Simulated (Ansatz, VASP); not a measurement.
CdTe: VASP beside Ansatz

INCAR

```
ALGO = Normal
EDIFF = 1E-7
ENCUT = 520
GGA = PE
ISIF = 2
ISMEAR = -1
LASPH = True
LCHARG = False
LREAL = False
LWAVE = False
NBANDS = 16
NELM = 60
PREC = Accurate
SIGMA = 0.05
```

File KPOINTS:

```
k-points
0
Gamma
  11 11 11
```

POSCAR

```
CdTe
1.0
    3.6277705126      0.0000000000      0.0000000000
    0.0000000000      3.6277705126      0.0000000000
    0.0000000000      0.0000000000      3.6277705126
Cd Te
1 1
Direct
    0.0000000000      0.0000000000      0.0000000000
    0.5000000000      0.5000000000      0.5000000000
```

Input for Ansatz:

```yaml
crystal:
  lattice:
    - [3.6277705126, 0.0, 0.0]
    - [0.0, 3.6277705126, 0.0]
    - [0.0, 0.0, 3.6277705126]
  atoms:
    - { symbol: Cd, position: [0.0, 0.0, 0.0] }
    - { symbol: Te, position: [0.5, 0.5, 0.5] }
kpoints:
  mp_grid: { grid: [11, 11, 11] }
scf:
  occupations: { method: fermi_dirac, width: 0.05 }
hamiltonian:
  xc: pbe
  pseudopotentials: { kind: all_electron, lapw: { basis_error: 0.001 } }
output:
  forces: true
  stress: true
  eigenvalues: true
  populations: true
```

Change from the starting cell: volume scaled by 0.88, LAPW.

Alike in both runs: task single point; functional PBE; k mesh 11 × 11 × 11; occupations fermi-dirac, width 0.05 eV; no spin polarisation.

```csv
,VASP,Ansatz
version,VASP 6.6.1,Ansatz 0.2.0
potentials or method,"VASP PAW PBE potentials, release 64 (Cd, Te)","all-electron LAPW, scalar-relativistic"
plane-wave cutoff (eV),520,see its input
```

|  | VASP | Ansatz | Ansatz less VASP |
| --- | --- | --- | --- |
| pressure (GPa) | 8.2 | 8.0 | -0.24 |

Ansatz ran all-electron here, so the differences hold the error of VASP's frozen core and of both bases.

The runs have no spin-orbit coupling, so splittings on Te are missing.
